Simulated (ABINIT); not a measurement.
Runs of ABINIT 10.8.3 (patched build) on BaS. The structure is cubic, space group Fm-3m (No. 225). Conventional cell: a = 6.388 Å, b = 6.388 Å, c = 6.388 Å, α = 90.00°, β = 90.00°, γ = 90.00°. Ba (site symmetry m-3m) has 6 S at 3.19 Å as nearest neighbours. S (site symmetry m-3m) has 6 Ba at 3.19 Å as nearest neighbours. 

```tsv
task	level	potentials or basis	spin	cutoff (eV)	fine-grid cutoff	gap on the mesh (eV)	pressure (GPa)
band structure	LDA-PZ	JTH PAW LDA v2.0	SOC, no magnetisation	544	1088.46 eV	1.93	(a)
band structure	SOGGA	JTH PAW PBE v2.0	off	544	1088.46 eV	(c)	(b)
band structure	BP86	JTH PAW PBE v2.0	SOC, no magnetisation	544	1088.46 eV	2.13	1.4
band structure	HCTH407	JTH PAW PBE v2.0	off	544	1088.46 eV	2.64	3.4
```

Alike in all rows: cell as given; k mesh 7 × 7 × 7; smearing fermi-dirac 0.05 eV.

Estimate the missing entries.

(a) -2.0; (b) -1.1; (c) 2.03.

Caveats: this set's barium file shifts pressures by 1.5 GPa and gaps by 0.1 eV against other sets; the PAW data sets were made with another functional, which shifts forces and pressure a little (some runs); spin-orbit coupling is left out, which moves the levels of the heavy elements (some runs).

A k mesh can miss the band edges, and rows without SOC leave out spin-orbit coupling on Ba.
